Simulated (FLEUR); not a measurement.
**I under changes of volume**

One of the cells (42.631 Å³/atom); the others are scaled copies at fixed shape and fractional positions:

```
I
1.0
     3.63503   -2.39502    0.00000
     3.63503    2.39502    0.00000
     0.00000    0.00000    9.79344
I
4
Direct
  0.64930 0.35070 0.38440
  0.14930 0.85070 0.11560
  0.35070 0.64930 0.61560
  0.85070 0.14930 0.88440
```

* Program: FLEUR MaX-R8.1 (later development tree)
* Functional: PBEsol
* Potentials or basis: all-electron
* Basis: FLAPW
* Kmax: 4.32 1/bohr
* k mesh: 7 × 7 × 3
* Occupations: fermi-dirac, width 0.05 eV
* Spin: no spin polarisation

```tsv
volume (Å³/atom)	energy over the lowest point (meV/atom)	gap on the mesh (eV)
40.073	14.65	1.41
40.926	?	?
41.778	1.75	1.33
42.631	0.00	1.29
43.483	0.82	1.24
44.336	4.03	1.20
45.189	9.28	1.16
```

**Question.** What does the run at 40.926 Å³/atom give?

**Answer.** Energy over the lowest point 6.52 meV/atom; gap on the mesh 1.37 eV.

Worked out: A Birch-Murnaghan fit of order 3 (a polynomial in V^(-2/3)) to the other rows has its minimum at 42.76 Å³/atom with B0 = V·E''(V) = 24 GPa and B' = 5.2 at fixed shape and positions, which overstates the stiffness. It gives 6.52 meV/atom at 40.926 Å³/atom, against the run's 6.52. A straight line through the other rows of the gap, of slope -2.1 eV per unit of ln V, gives 1.37 eV, against the run's 1.37.

Energies are extrapolated to zero smearing.

Caveats: spin-orbit coupling is left out, which moves the levels of the heavy elements; an odd mesh through Γ misses points on the zone boundary, where band edges often lie.
